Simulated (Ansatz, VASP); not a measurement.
## One calculation of Sc, two programs

```
Sc
1.0
     4.54750    0.00000    0.00000
     0.00000    7.53895    0.00000
     0.00000    0.00000    3.39075
Sc
4
Cartesian
  0.0932 1.8847 2.1525
  4.4543 5.6542 1.2383
  2.1805 5.6542 0.4571
  2.3670 1.8847 2.9337
```

Alike in both runs: task single point; functional PBE; k mesh 4 × 4 × 6; occupations gaussian, width 0.1 eV; no spin polarisation.

```csv
,VASP,Ansatz
version,VASP 6.6.1,Ansatz 0.2.0
potentials or method,"VASP PAW PBE potentials, release 64 (Sc_sv)","scalar-relativistic, plane waves, PAW"
plane-wave cutoff (eV),520,420
valence electrons in the cell,44,44
```

Ansatz gave:

- gap on the k mesh at the Fermi level (eV): none
- pressure (GPa): 0.1
- largest component of the traceless stress (GPa): 20.67
- rms of the force components (eV/Å): 0.763

Q: Which values does VASP return?

A: gap on the k mesh at the Fermi level (eV): none; pressure (GPa): 0.3; largest component of the traceless stress (GPa): 20.99; rms of the force components (eV/Å): 0.778.

Atom by atom the forces differ by 0.014 eV/Å (rms over components). A gap of «none» marks a metal or a gap that the smearing closes.

Caveats: forces of over 1 eV/Å show positions far from the minimum, so gaps and moduli don't describe the material at rest.
